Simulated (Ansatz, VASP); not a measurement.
Two plane-wave programs on ZrC

```xyz
6
Lattice="3.3295 0.0000 0.0000 0.0000 3.3295 0.0000 0.0000 0.0000 18.7086" Properties=species:S:1:pos:R:3 pbc="T T T"
Zr    0.0000    0.0000    7.0000
Zr    1.6647    1.6647    9.2844
Zr    0.0000    0.0000   11.5439
C     1.6647    1.6647    7.0000
C     0.0000    0.0000    9.2783
C     1.6647    1.6647   11.6141
```

Alike in both runs: functional PBE; k mesh 9 × 9 × 1; occupations gaussian, width 0.1 eV; no spin polarisation.

Ansatz relaxed the structure, and its values are those at the end. VASP's run is a single point on that final structure, the one shown.

|  | VASP | Ansatz |
| --- | --- | --- |
| version | VASP 6.6.1 | Ansatz 0.2.0 |
| potentials or method | VASP PAW PBE potentials, release 64 (Zr_sv, C) | scalar-relativistic, plane waves, PAW |
| plane-wave cutoff (eV) | 520 | 420 |
| valence electrons in the cell | 48 | 48 |

|  | VASP | Ansatz | Ansatz less VASP |
| --- | --- | --- | --- |
| gap on the k mesh at the Fermi level (eV) | none | none | - |
| rms of the force components (eV/Å) | 0.179 | 0.179 | +0.0001 |

A gap of «none» marks a metal or a gap that the smearing closes. Ansatz warned: «xc_potential_rough_in_thin_density».
